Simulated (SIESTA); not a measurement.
## Ag under changes of volume

One of the cells (17.048 Å³/atom); the others are scaled copies at fixed shape and fractional positions:

```
Ag
1.0
     0.00000    2.04275    2.04275
     2.04275    0.00000    2.04275
     2.04275    2.04275    0.00000
Ag
1
Direct
  0.00000 0.00000 0.00000
```

- Program: SIESTA 5.4.2
- Functional: PBE
- Potentials or basis: PseudoDojo 0.4 standard (PBE files)
- Basis: DZ (energy shift 0.002 Ry)
- Grid cutoff: 800 Ry
- Energy shift: 0.002 Ry
- k mesh: 11 × 11 × 11
- Occupations: fermi-dirac, width 0.05 eV
- Spin: no spin polarisation

```tsv
volume (Å³/atom)	energy over the lowest point (meV/atom)	pressure (GPa)
16.025	?	?
16.366	56.14	11.7
16.707	34.42	8.8
17.048	19.00	6.1
17.389	8.35	3.9
17.730	2.12	1.9
18.071	0.00	0.0
```

Problem. What does the run at 16.025 Å³/atom give?

Solution. Energy over the lowest point 84.34 meV/atom; pressure 14.9 GPa.

Worked out: A Birch-Murnaghan fit of order 3 (a polynomial in V^(-2/3)) to the other rows has its minimum at 18.12 Å³/atom, just outside them, with B0 = V·E''(V) = 81 GPa and B' = 6.7. It gives 84.42 meV/atom at 16.025 Å³/atom, against the run's 84.34, and -dE/dV = 15.0 GPa, against 14.9.

Energies are extrapolated to zero smearing.

Caveats: the basis has no polarisation orbitals; semicore shells carry a single zeta, which can move pressures by several GPa and volumes by a few percent; the basis of atomic orbitals isn't converged, which shifts pressures, moduli and gaps.
